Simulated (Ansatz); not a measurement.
## Polymorphs of Sn3S2

Computed with DFT PBE, scalar-relativistic, plane waves, PAW in Ansatz. Settings: cutoff 420 eV, Γ-centred meshes no coarser than 0.19 Å⁻¹ for metals and 0.3 Å⁻¹ for insulators (2π included), Gaussian smearing.

These are static lattice energies at zero pressure. The comparison covers the computed candidates alone. The k mesh leaves about 4 meV/atom of noise in metals. No run is spin-polarised.

| # | started from | space group | atoms | V (Å³/atom) | ΔE (meV/atom) | gap on mesh (eV) |
| --- | --- | --- | --- | --- | --- | --- |
| 1 | anti-A-type sesquioxide type, changed | P-3m1 (No. 164) | 5 | 25.1 | 0 | 0.00 |
| 2 | anti-tetradymite type | R-3m (No. 166) | 5 | 25.2 | 4 | 0.00 |

The first two are tied within the noise. The first: Space group P-3m1 (No. 164), trigonal, a = 3.738 Å, c = 10.379 Å. Around Sn on Wyckoff site a (1 atom of the primitive cell) lie 6 S at 2.95 Å; Sn on Wyckoff site d (2 atoms of the primitive cell) has 3 S at 2.80 Å; S is coordinated by 6 Sn at 2.80–2.95 Å. Its energy against the elements is -0.20 eV/atom. The zero of energy is the lowest elemental structures computed at the same level; no fitted shifts are applied.

```cif
data_structure
_symmetry_space_group_name_H-M 'P-3m1'
_symmetry_Int_Tables_number 164
_cell_length_a 3.7384
_cell_length_b 3.7384
_cell_length_c 10.3788
_cell_angle_alpha 90.000
_cell_angle_beta 90.000
_cell_angle_gamma 120.000
_cell_volume 125.62
loop_
_atom_site_label
_atom_site_type_symbol
_atom_site_symmetry_multiplicity
_atom_site_Wyckoff_symbol
_atom_site_fract_x
_atom_site_fract_y
_atom_site_fract_z
_atom_site_occupancy
Sn1 Sn 1 a 0.00000 0.00000 0.00000 1
Sn2 Sn 2 d 0.33333 0.66667 0.63445 1
S1 S 2 d 0.33333 0.66667 0.19353 1
```

The second: Space group R-3m (No. 166), trigonal, a = 3.676 Å, c = 32.253 Å. Sn on Wyckoff site a (1 atom of the primitive cell) has 6 S at 3.00 Å; around Sn on Wyckoff site c (2 atoms of the primitive cell) lie 3 S at 2.76 Å; S has 3 Sn at 2.76 Å and 3 Sn at 3.00 Å.